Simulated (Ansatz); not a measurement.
This Ansatz 0.2.0 run on H needs a look.

File run.py:

```python
import json

import ase.io
import numpy as np
import spglib

import ansatz as az

atoms = ase.io.read("H.cif")
cell, frac, numbers = spglib.find_primitive((atoms.cell[:], atoms.get_scaled_positions(), atoms.numbers), symprec=1e-5)
atoms = ase.Atoms(numbers, cell=cell, scaled_positions=frac, pbc=True)

calculation = (
    az.Crystal.from_ase(atoms)
    .calculation()
    .basis(cutoff=80.0)
    .kpoints(6, 6, 6)
    .functional("r2scan0", dispersion="d3bj")
    .pseudopotentials(kind="paw", source="jth")
    .scf(max_iterations=60, extra_bands=6)
    .occupations(method="cold", width=0.1)
    .band_structure(path=(((0.0, 0.0, 0.0), (0.0, 0.0, 0.5), (-0.3376299319, 0.3376299319, 0.5), (-0.418814966,
        0.418814966, 0.418814966), (0.0, 0.0, 0.0), (0.5, 0.5, -0.5), (0.418814966, 0.581185034, -0.418814966),
        (0.0, 0.5, 0.0), (0.25, 0.25, 0.25), (0.5, 0.5, -0.3376299319), (0.5, 0.5, -0.5)), ((0.0, 0.0, 0.5), (0.25,
        0.25, 0.25))), intervals=4)
    .forces()
    .stress()
    .band_table(publish=True)
)
outcome = calculation.run(threads=2, events_out="events.jsonl")

report = outcome.report
for line in open("events.jsonl"):
    event = json.loads(line)
    if event["event"] == "scf_iter":
        d = event["data"]
        print(f"SCF {d['iter']:3d}  HF = {d['harris_foulkes_ev']:.6f} eV  dr2 = {d['dr2_ev']:.2e} eV")
    elif event["event"] in ("relax_step", "md_step"):
        d = event["data"]
        print(f"{event['event']} {d['step']:3d}  E = {d['lagrangian_ev']:.6f} eV")
np.set_printoptions(precision=5, suppress=True, linewidth=110)
print("converged:", report["converged"], "after", report["n_iterations"], "iterations")
print(f"free energy {report['free_energy_ev']:.6f} eV, Fermi level {report['fermi_energy_ev']:.4f} eV")
for key in ("band_edges_ev", "magnetization_mub", "site_moments_mub", "site_moments_nc_mub", "forces_ev_ang",
                "stress_gpa", "kpoints_frac", "eigenvalues_ev"):
    if report.get(key) is not None:
        print(key, np.array(report[key]), sep="\n")
```

H.cif

```cif
data_H
_cell_length_a 3.38306894
_cell_length_b 3.38306894
_cell_length_c 4.11694798
_cell_angle_alpha 90.00000000
_cell_angle_beta 90.00000000
_cell_angle_gamma 90.00000000
_space_group_name_H-M_alt 'I4/mmm'
_space_group_name_Hall '-I 4 2'
_space_group_IT_number 139
loop_
_space_group_symop_operation_xyz
'x,y,z'
'-x,-y,-z'
'-y,x,z'
'y,-x,-z'
'-x,-y,z'
'x,y,-z'
'y,-x,z'
'-y,x,-z'
'x,-y,-z'
'-x,y,z'
'-y,-x,-z'
'y,x,z'
'-x,y,-z'
'x,-y,z'
'y,x,-z'
'-y,-x,z'
'x+1/2,y+1/2,z+1/2'
'-x+1/2,-y+1/2,-z+1/2'
'-y+1/2,x+1/2,z+1/2'
'y+1/2,-x+1/2,-z+1/2'
'-x+1/2,-y+1/2,z+1/2'
'x+1/2,y+1/2,-z+1/2'
'y+1/2,-x+1/2,z+1/2'
'-y+1/2,x+1/2,-z+1/2'
'x+1/2,-y+1/2,-z+1/2'
'-x+1/2,y+1/2,z+1/2'
'-y+1/2,-x+1/2,-z+1/2'
'y+1/2,x+1/2,z+1/2'
'-x+1/2,y+1/2,-z+1/2'
'x+1/2,-y+1/2,z+1/2'
'y+1/2,x+1/2,-z+1/2'
'-y+1/2,-x+1/2,z+1/2'
loop_
_atom_site_label
_atom_site_type_symbol
_atom_site_symmetry_multiplicity
_atom_site_Wyckoff_symbol
_atom_site_fract_x
_atom_site_fract_y
_atom_site_fract_z
_atom_site_occupancy
H1 H 4 e 0.0000000000 0.0000000000 0.0901377100 1
```

Potentials or basis: JTH PAW.

The run is started by

```sh
$ python run.py
```

Output:

```text
DeckWarning: basis.ecutwfc = 80 eV is below the records' recommended 630 eV, and the density's cutoff is lower with it unless basis.ecutrho_ratio is high enough to keep the records' density cutoff: compare with a run at a higher cutoff
DeckWarning: pseudopotentials/H.paw.azcp: the checks of this H dataset prove no rule for summing its radial tables, as where they were carried onto another mesh than they were made on, and Gregory's rule is taken, under which a leading mesh point left out moves its sums only by what lay on the interval it spanned. That does not make them correct, and they differ from Quantum ESPRESSO's on this file; a re-export a frac [...]
DeckWarning: the engine holds no damping parameters fitted to this dispersion correction and functional, so the run takes those fitted to r2scan0 beside the three-body term, which d3bj leaves out (hamiltonian.dispersion, under Limitations)
DeckWarning: output.stress: scf.convergence.dr2_threshold = 1e-7 eV (the SCF's general default) is looser than the 2e-10 eV advised for a printed stress (1e-10 eV for each atom of the cell: 2). What an SCF threshold leaves in a stress goes as its square root, and in the free energy as the threshold itself, and one threshold admits the most on a small cell: of the crystals measured, under no hybrid functional and no lock of the mo [...]
DeckWarning: output.stress: scf.exx.energy_threshold = 1e-6 eV is looser than the 2e-8 eV advised for a stress under a hybrid functional (1e-8 eV for each atom of the cell: 2). Every SCF of the exchange loop can meet its threshold on dr2 while the loop round them stops early: no threshold on dr2 bounds what that leaves in the stress. Set scf.exx.energy_threshold to 2e-8 eV or tighter. The threshold is the loop's pass mark: a loop [...]
PlacementWarning: RAYON_NUM_THREADS=2 ignored (pool sized by the plan → 2); use plan(threads=…)
SCF   1  HF = -28.760655 eV  dr2 = 4.38e-01 eV
SCF   2  HF = -28.857830 eV  dr2 = 9.47e-02 eV
SCF   3  HF = -28.909310 eV  dr2 = 2.05e-04 eV
SCF   1  HF = -28.930173 eV  dr2 = 2.49e-04 eV
SCF   2  HF = -28.930253 eV  dr2 = 9.37e-06 eV
SCF   3  HF = -28.930333 eV  dr2 = 2.47e-07 eV
SCF   4  HF = -28.930334 eV  dr2 = 7.43e-08 eV
SCF   1  HF = -28.930340 eV  dr2 = 3.73e-08 eV
SCF   2  HF = -28.930340 eV  dr2 = 6.31e-09 eV
SCF   3  HF = -28.930340 eV  dr2 = 2.05e-10 eV
converged: True after 10 iterations
free energy -28.930340 eV, Fermi level -3.6566 eV
[... 2 lines left out ...]
magnetization_mub
0.0
forces_ev_ang
[[-0.       0.       5.15664]
 [ 0.       0.      -5.15664]]
stress_gpa
[[-0.11572  0.      -0.     ]
 [ 0.      -0.11572 -0.     ]
 [ 0.      -0.      25.69645]]
kpoints_frac
[[ 0.       0.       0.     ]
 [ 0.       0.       0.16667]
 [ 0.       0.       0.33333]
 [ 0.       0.      -0.5    ]
 [ 0.       0.16667  0.     ]
 [ 0.       0.16667  0.16667]
 [ 0.       0.16667  0.33333]
 [ 0.       0.33333  0.     ]
 [ 0.       0.33333  0.16667]
 [ 0.       0.33333  0.33333]
 [ 0.       0.33333 -0.16667]
 [ 0.      -0.5      0.     ]
 [ 0.      -0.5      0.16667]
 [ 0.16667  0.16667  0.16667]
 [ 0.16667  0.16667  0.33333]
 [ 0.16667  0.16667 -0.16667]
 [ 0.16667  0.33333  0.16667]
 [ 0.16667  0.33333 -0.33333]
 [ 0.16667 -0.5     -0.5    ]
 [ 0.16667 -0.5     -0.33333]
 [ 0.16667 -0.33333  0.33333]
 [ 0.16667 -0.33333 -0.5    ]
 [ 0.16667 -0.16667  0.16667]
 [ 0.16667 -0.16667  0.33333]
 [ 0.16667 -0.16667 -0.5    ]
 [ 0.33333  0.33333 -0.33333]
 [ 0.33333 -0.5     -0.5    ]
 [ 0.33333 -0.33333  0.33333]
 [ 0.33333 -0.33333 -0.5    ]
 [-0.5     -0.5     -0.5    ]]
[... 32 lines left out ...]
```

Question: Diagnose the run.

Answer: Self-consistency was reached. The input holds a flaw that was put in on purpose: a cutoff far too low (basis.ecutwfc = 80 eV). The program doesn't stop on it, so the numbers can't be trusted though the run ends normally.
